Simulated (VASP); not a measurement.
HC3: phonons with LDA

HC3, a slab with vacuum:

```
C H
1.0
     2.52225    0.00000    0.00000
     0.00000    3.56700    0.00000
     0.00000    0.00000   19.11988
C H
12 4
Direct
  0.00000 0.00000 0.33510
  0.50000 0.75000 0.33510
  0.00000 0.25000 0.40106
  0.50000 0.50000 0.40106
  0.00000 0.00000 0.46702
  0.50000 0.75000 0.46702
  0.00000 0.25000 0.53298
  0.50000 0.50000 0.53298
  0.00000 0.00000 0.59894
  0.50000 0.75000 0.59894
  0.00000 0.25000 0.66490
  0.50000 0.50000 0.66490
  0.00000 0.17983 0.28766
  0.50000 0.57017 0.28766
  0.00000 0.07017 0.71234
  0.50000 0.67983 0.71234
```

The cell was built by a generator and needn't be a form met in nature.

| Quantity | Value |
| --- | --- |
| Program | VASP 6.6.1 |
| Task | phonons |
| Functional | LDA |
| Potentials or basis | VASP PAW LDA potentials, release 64 (C, H) |
| Cutoff | 600 eV |
| k mesh | 8 × 6 × 1 |
| Occupations | gaussian, width 0.05 eV |
| Spin | no spin polarisation |
| Further INCAR settings | ALGO = Normal; EDIFF = 1e-08; IBRION = 6; POTIM = 0.015; NSW = 1 |

```
Highest phonon frequency at Γ, LO-TO splitting left out : 2960 cm⁻¹
```

The path:
| step | energy change (eV) | largest force (eV/Å) | pressure (GPa) | volume (Å³) |
| --- | --- | --- | --- | --- |
| 1 | 0.0000 | 1.2185 | -4.37 | 172.02 |
| 2 | 0.1200 | 2.7006 | -3.38 | 172.02 |
| 3 | -0.0590 | 0.5849 | -4.10 | 172.02 |
| 4 | -0.1010 | 0.2817 | -2.95 | 172.02 |
| 5 | -0.1022 | 0.3049 | -2.71 | 172.02 |
| 6 | -0.1251 | 0.2334 | -2.15 | 172.02 |
| 7 | -0.1275 | 0.2806 | -1.90 | 172.02 |
| 8 | -0.1360 | 0.2402 | -1.32 | 172.02 |
| 9 | -0.1373 | 0.1605 | -1.48 | 172.02 |
| 10 | -0.1374 | 0.1864 | -1.33 | 172.02 |
| 11 | -0.1386 | 0.0470 | -1.40 | 172.02 |
| 12 | -0.1389 | 0.0406 | -1.36 | 172.02 |
| 13 | -0.1392 | 0.0568 | -1.28 | 172.02 |
| 14 | -0.1394 | 0.0481 | -1.27 | 172.02 |
| 15 | -0.1397 | 0.0257 | -1.21 | 172.02 |
| 16 | -0.1396 | 0.0469 | -1.10 | 172.02 |
| 17 | -0.1398 | 0.0224 | -1.17 | 172.02 |
| 18 | -0.1398 | 0.0092 | -1.16 | 172.02 |
| 19 | -0.1398 | 0.0050 | -1.16 | 172.02 |
| 20 | -0.1398 | 0.0033 | -1.17 | 172.02 |
| 21 | -0.1398 | 0.0026 | -1.17 | 172.02 |
| 22 | -0.1398 | 0.0009 | -1.17 | 172.02 |

Phonon frequencies in cm⁻¹ (negative: imaginary):
```csv
q point,frequencies
"(0.000, 0.000, 0.000)",0 0 0 241 271 381 453 525 614 670 690 715 716 768 814 841 948 952 1041 1042 1071 1082 1084 1111 1119 1177 1180 1185 1185 1186 1196 1203 1221 1240 1242 1251 1283 1295 1310 1311 1311 1314 1317 1326 2910 2910 2958 2960
```

Wall time 62 min on 1 thread of Intel(R) Xeon(R) 6975P-C (Granite Rapids), on a shared host, peak memory 0.45 GiB.
